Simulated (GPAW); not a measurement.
Set up this calculation in GPAW 26.7.0, as an ASE script.

- Task: single point
- Functional: PBE
- Potentials or basis: GPAW PAW data sets (gpaw-data 1.2.1)
- Cutoff: 500 eV
- Basis: pw
- k mesh: 9 × 9 × 9
- Occupations: fermi-dirac, width 0.05 eV
- Spin: no spin polarisation
- Maxiter: 120
- Convergence: default

The structure of W lies in W.xyz:

```xyz
1
Lattice="0.0000000000 2.0300000000 2.0300000000 2.0300000000 0.0000000000 2.0300000000 2.0300000000 2.0300000000 0.0000000000" Properties=species:S:1:pos:R:3 pbc="T T T"
W      0.0000000000      0.0000000000      0.0000000000
```

This isn't the form of W at room conditions, which is bcc.

The input as run:

run.py

```python
from ase.dft.bandgap import bandgap
from ase.io import read, write
from ase.units import GPa
from gpaw import GPAW, PW

atoms = read('W.xyz')

calc = GPAW(mode=PW(500),
            xc='PBE',
            kpts={'size': (9, 9, 9), 'gamma': True},
            occupations={'name': 'fermi-dirac', 'width': 0.05},
            nbands=16,
            maxiter=120,
            txt='gpaw.txt')
atoms.calc = calc
energy = atoms.get_potential_energy()
forces = atoms.get_forces()
stress = atoms.get_stress()
calc.write('gs.gpw')
write('result.traj', atoms)
print(f'Energy: {energy:.6f} eV')
print('Forces (eV/A):')
print(forces.round(4))
print('Stress (GPa):', (stress / GPa).round(3))
print('Fermi level:', round(calc.get_fermi_level(), 4), 'eV')
print(f'Gap: {bandgap(calc)[0]:.4f} eV, direct: {bandgap(calc, direct=True)[0]:.4f} eV')
```

Potentials or basis: GPAW PAW data sets (gpaw-data 1.2.1), pw.

Run with:

```bash
$ OMP_NUM_THREADS=1 python run.py
```

Results of the run:

```yaml
Pressure: -5.7 GPa
Band_gap_on_the_k_mesh: none (metal or under the smearing width)
```

Caveat: the cutoff is short for stress and forces, so pressures can be off by a GPa or more.

Wall time 6.5 s on 1 thread of Intel(R) Xeon(R) Platinum 8259CL CPU @ 2.50GHz (Skylake/Cascade Lake) (shared host), peak memory 0.13 GiB.
